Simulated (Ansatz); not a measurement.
TiO2:

```
Ti O
1.0
     6.15358   -1.88347    0.00000
     6.15358    1.88347    0.00000
    -1.92833    0.00000    6.32897
Ti O
4 8
Direct
  0.90007 0.90007 0.28960
  0.19529 0.19529 0.28376
  0.09993 0.09993 0.71040
  0.80471 0.80471 0.71624
  0.36193 0.36193 0.29340
  0.26349 0.26349 0.65250
  0.86719 0.86719 0.99529
  0.73651 0.73651 0.34750
  0.94165 0.94165 0.63002
  0.13281 0.13281 0.00471
  0.63807 0.63807 0.70660
  0.05835 0.05835 0.36998
```

The cell comes from a database or a generator and needn't be the stable form of this composition.

- Program: Ansatz 0.2.0
- Task: relaxation of cell and atoms
- Functional: r2SCAN
- Potentials or basis: Ansatz PAW
- Cutoff: 500 eV (not typed: the program's choice for these potentials)
- k mesh: 8 × 8 × 4
- Occupations: fermi-dirac, width 0.05 eV
- Spin: no spin polarisation

At the start: volume 12.23 Å³/atom.

How do energy, volume and symmetry change on relaxing?

It ends after 7 steps and the volume is 11.89 Å³/atom (-2.7 %); space group C2/m (No. 12, to 0.05 Å).

The path:
| step | energy change (eV) | largest force (eV/Å) | volume (Å³) |
| --- | --- | --- | --- |
| 1 | 0.0000 | 0.2566 | 146.71 |
| 2 | -0.0701 | 0.0875 | 143.69 |
| 3 | -0.0757 | 0.0259 | 142.67 |
| 4 | -0.0758 | 0.0247 | 142.70 |
| 5 | -0.0760 | 0.0178 | 142.71 |
| 6 | -0.0760 | 0.0067 | 142.72 |
| 7 | -0.0734 | 0.0072 | 142.72 |

Final structure:
```
Ti O
1.0
     6.09426   -1.86656   -0.00450
     6.09426    1.86656   -0.00450
    -1.91437    0.00000    6.27482
Ti O
4 8
Direct
  0.89939 0.89939 0.29038
  0.19449 0.19449 0.28272
  0.10061 0.10061 0.70962
  0.80551 0.80551 0.71728
  0.36154 0.36154 0.29417
  0.26397 0.26397 0.65297
  0.86696 0.86696 0.99631
  0.73603 0.73603 0.34703
  0.94168 0.94168 0.62954
  0.13304 0.13304 0.00369
  0.63846 0.63846 0.70583
  0.05832 0.05832 0.37046
```

Caveat: the plane-wave basis is chosen anew once the cell has moved, so the energies of steps on either side of that aren't comparable; the PAW data sets come from PBE, with cores solved anew for the run's functional, which leaves a small shift of forces and pressure.
